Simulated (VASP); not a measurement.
Crystal: Ge.

```
Ge
1.0
     0.00000    2.88574    5.11566
     2.63050    0.00000    5.11566
     2.63050    2.88574    0.00000
Ge
4
Direct
  0.72649 0.27351 0.72649
  0.27351 0.72649 0.27351
  0.21813 0.21813 0.78187
  0.78187 0.78187 0.21813
```

This isn't the form of Ge at room conditions, which is diamond.

Base run:

- Program: VASP 6.6.1
- Functional: RPBE
- Potentials or basis: VASP PAW PBE potentials, release 64 (Ge_d)
- Cutoff: 520 eV
- k mesh: 5 × 5 × 5
- Occupations: fermi-dirac, width 0.05 eV
- Spin: no spin polarisation

Its results: pressure 1.5 GPa; largest force 0.070 eV/Å.

Q: After a change of settings the same cell gave: pressure 0.1 GPa; largest force 0.089 eV/Å. Which change was it?
A. functional from RPBE to AM05
B. functional from RPBE to PW91
C. functional from RPBE to revPBE
D. functional from RPBE to BLYP

A: B.

PW91 binds more tightly than RPBE, so the same cell stands under less pressure.

Caveats: the PAW data sets were made with another functional, which shifts forces and pressure a little.
